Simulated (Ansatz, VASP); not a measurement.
This is a calculation of NiO for VASP 6.6.1. 

File INCAR:

```
ALGO = Normal
EDIFF = 1E-6
EDIFFG = -0.02
ENCUT = 600
GGA = PS
IBRION = 2
ISIF = 3
ISMEAR = -1
ISPIN = 2
IVDW = 13
LASPH = True
LCHARG = False
LMAXMIX = 4
LORBIT = 11
LREAL = False
LWAVE = False
MAGMOM = 1 0
NELM = 120
NSW = 40
PREC = Accurate
SIGMA = 0.05
```

Contents of KPOINTS:

```
k-points
0
Gamma
  11 11 11
```

POSCAR

```
NiO
1.0
    0.0000000000      2.0859016414      2.0859016414
    2.0859016414      0.0000000000      2.0859016414
    2.0859016414      2.0859016414      0.0000000000
Ni O
1 1
Direct
    0.0000000000      0.0000000000      0.0000000000
    0.5000000000      0.5000000000      0.5000000000
```

Potentials or basis: VASP PAW PBE potentials, release 64 (Ni, O).

The run is started by

```sh
$ cat potpaw_PBE.64/Ni/POTCAR potpaw_PBE.64/O/POTCAR > POTCAR
$ mpirun -np 1 vasp_std > vasp.out
```

Question: What does the same run look like in Ansatz 0.2.0? Potentials or basis there: Ansatz PAW, cutoff 420 eV.

Answer: As run (cutoffs and basis follow the program's own potentials, and thresholds, step limits or extra output files can differ):

Contents of input.yaml:

```yaml
crystal:
  lattice:
    - [0.0, 2.0859016414, 2.0859016414]
    - [2.0859016414, 0.0, 2.0859016414]
    - [2.0859016414, 2.0859016414, 0.0]
  atoms:
    - { symbol: Ni, position: [0.0, 0.0, 0.0], spin: 1.0 }
    - { symbol: O, position: [0.5, 0.5, 0.5] }
hamiltonian:
  xc: pbesol
  pseudopotentials: { kind: paw }
  dispersion: d4
magnetization:
  spin_polarized: true
kpoints:
  mp_grid: { grid: [11, 11, 11] }
scf:
  occupations: { method: fermi_dirac, width: 0.05 }
output:
  forces: true
  stress: true
relax:
  f_tol: 0.01
  max_steps: 40
  cell: { stress_tol: 0.05 }
```

Potentials or basis: Ansatz PAW.

Launch:

```console
$ ansatz run input.yaml --threads 2 --pin off --max-ram 5632MiB --backend cpu --events-out ev --progress --plain --runs-dir out
```

Both were run:

|  | VASP | Ansatz |
| --- | --- | --- |
| Relaxed volume | 8.62 Å³/atom | 8.63 Å³/atom |
| Relaxed cell | a = 2.899 Å, b = 2.899 Å, c = 2.899 Å, α = 60.00°, β = 60.00°, γ = 60.00° | a = 2.901 Å, b = 2.901 Å, c = 2.901 Å, α = 60.00°, β = 60.00°, γ = 60.00° |
| Space group after relaxing | Fm-3m (No. 225) | Fm-3m (No. 225) |
| Pressure after relaxing | -0.1 GPa | 0.0 GPa |
| Net moment | 1.20 μB per cell | 1.25 μB per cell |

Ansatz's pressure holds a Pulay term of +0.79 GPa for its cutoff of 420 eV, which the other run lacks.

The potentials hold 16 and 24 valence electrons a cell.

VASP's potentials were made for PBE. Ansatz's potentials were made for PBE.

Where Ansatz's input types no cutoff or centring, it takes its own default and a Γ-centred mesh.

The magnetic state is the one that the start led to; the real crystal's order can differ.

Pressure is positive in compression.
